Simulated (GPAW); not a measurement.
Input of a GPAW 26.7.0 run:

The input run.py:

```python
from ase.dft.bandgap import bandgap
from ase.io import read, write
from ase.units import GPa
from gpaw import GPAW, PW

atoms = read('Te.xyz')

calc = GPAW(mode=PW(600),
            xc='PBE',
            kpts={'size': (7, 7, 5), 'gamma': True},
            occupations={'name': 'fermi-dirac', 'width': 0.05},
            nbands=19,
            convergence={'density': 1e-05, 'energy': 1e-05},
            maxiter=150,
            txt='gpaw.txt')
atoms.calc = calc
energy = atoms.get_potential_energy()
forces = atoms.get_forces()
stress = atoms.get_stress()
calc.write('gs.gpw')
write('result.traj', atoms)
print(f'Energy: {energy:.6f} eV')
print('Forces (eV/A):')
print(forces.round(4))
print('Stress (GPa):', (stress / GPa).round(3))
print('Fermi level:', round(calc.get_fermi_level(), 4), 'eV')
print(f'Gap: {bandgap(calc)[0]:.4f} eV, direct: {bandgap(calc, direct=True)[0]:.4f} eV')

path = atoms.cell.bandpath('GMKGALHA,LM,KH', npoints=80, eps=1e-4)
bs_calc = calc.fixed_density(kpts=path, symmetry='off', nbands=36,
                             convergence={'bands': 'CBM+6.0', 'eigenstates': 1e-6}, txt='bands.txt')
bs = bs_calc.band_structure()
bs.write('bs.json')
print(f'Gap on the path: {bandgap(bs_calc)[0]:.4f} eV')
```

Te.xyz

```xyz
3
Lattice="4.4540000000 0.0000000000 0.0000000000 -2.2270000000 3.8572771485 0.0000000000 0.0000000000 0.0000000000 5.9240000000" Properties=species:S:1:pos:R:3 pbc="T T T"
Te     1.6279370000      2.8196695956      0.0000000000
Te    -0.5990630000      1.0376075529      3.9493333335
Te     1.1981260000      0.0000000000      1.9746666665
```

Potentials or basis: GPAW PAW data sets (gpaw-data 1.2.1), pw.

Run with:

```sh
$ OMP_NUM_THREADS=1 python run.py
```

**Question.** Predict the pressure.

**Answer.** 1.1 GPa.

**Question.** Estimate the band gap along the path.

**Answer.** 0.16 eV, indirect (least direct gap 0.17 eV).

**Question.** What does it give for the largest force?

**Answer.** 0.111 eV/Å.

Levels at the corners of the path, in eV from the valence-band top:
```
point  band 5  band 6  band 7  band 8  band 9  band 10  band 11  band 12  band 13  band 14
    Γ   -2.76   -2.76   -1.69   -1.69   -0.86     1.00     1.00     1.59     5.01     5.01
    M   -4.42   -3.60   -3.53   -1.04   -0.82     0.84     0.90     2.96     3.71     7.39
    K   -4.49   -3.09   -3.09   -2.94   -2.71     2.86     2.86     3.15     4.88     5.86
    Γ   -2.76   -2.76   -1.69   -1.69   -0.86     1.00     1.00     1.59     5.01     5.01
    A   -2.68   -2.68   -1.34   -1.03   -1.03     0.46     0.48     0.48     4.05     5.29
    L   -3.68   -3.64   -2.47   -2.13   -0.21     0.73     1.94     2.55     4.57     5.28
    H   -5.02   -5.02   -0.97   -0.01   -0.01     0.16     1.32     1.32     5.94     6.52
    A   -2.68   -2.68   -1.34   -1.03   -1.03     0.46     0.48     0.48     4.05     5.29
    L   -3.68   -3.64   -2.47   -2.13   -0.21     0.73     1.94     2.55     4.57     5.28
    M   -4.42   -3.60   -3.53   -1.04   -0.82     0.84     0.90     2.96     3.71     7.39
    K   -4.49   -3.09   -3.09   -2.94   -2.71     2.86     2.86     3.15     4.88     5.86
    H   -5.02   -5.02   -0.97   -0.01   -0.01     0.16     1.32     1.32     5.94     6.52
```

Caveat: spin-orbit coupling is left out, which moves the levels of the heavy elements.
